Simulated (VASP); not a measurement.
**PtS2: single point with PBE**

The system is PtS2.

```
Pt S
1.0
     3.54320    0.00000    0.00000
    -1.77160    3.06850    0.00000
     0.00000    0.00000    5.03880
Pt S
1 2
Cartesian
  0.0000 0.0000 0.0000
  1.7716 1.0228 3.8950
  0.0000 2.0457 1.1438
```

```
Program                : VASP 6.6.1
Task                   : single point
Functional             : PBE
Potentials or basis    : VASP PAW PBE potentials, release 64 (Pt, S)
Cutoff                 : 520 eV
k mesh                 : 9 × 9 × 5
Occupations            : gaussian, width 0.02 eV
Spin                   : no spin polarisation
Further INCAR settings : ALGO = Fast; EDIFF = 1e-06
```

```json
{"Pressure": "11.1 GPa", "Largest force": "1.213 eV/Å", "Band gap on the k mesh": "1.03 eV, indirect (least direct gap 1.08 eV)"}
```

Forces on the atoms (eV/Å):
```
Pt   0.000  0.000  0.000
S    0.000  0.000 -1.213
S    0.000  0.000  1.213
```

Stress tensor (GPa, compression positive):
```
11.56  0.00  0.00
 0.00 11.56  0.00
 0.00  0.00 10.08
```

Levels at points of the mesh, in eV from the valence-band top:
| k point | band 9 | band 10 | band 11 | band 12 | band 13 | band 14 |
| --- | --- | --- | --- | --- | --- | --- |
| (0.00, 0.00, 0.00) | -1.14 | -1.14 | -0.12 | 2.46 | 2.46 | 4.80 |

Wall time 27 s on 1 thread of Intel(R) Xeon(R) 6975P-C (Granite Rapids), on a shared host, peak memory 0.19 GiB.

Caveat: spin-orbit coupling is left out, which moves the levels of the heavy elements; an odd mesh through Γ misses points on the zone boundary, where band edges often lie; forces of over 1 eV/Å show positions far from the minimum, so gaps and moduli don't describe the material at rest.
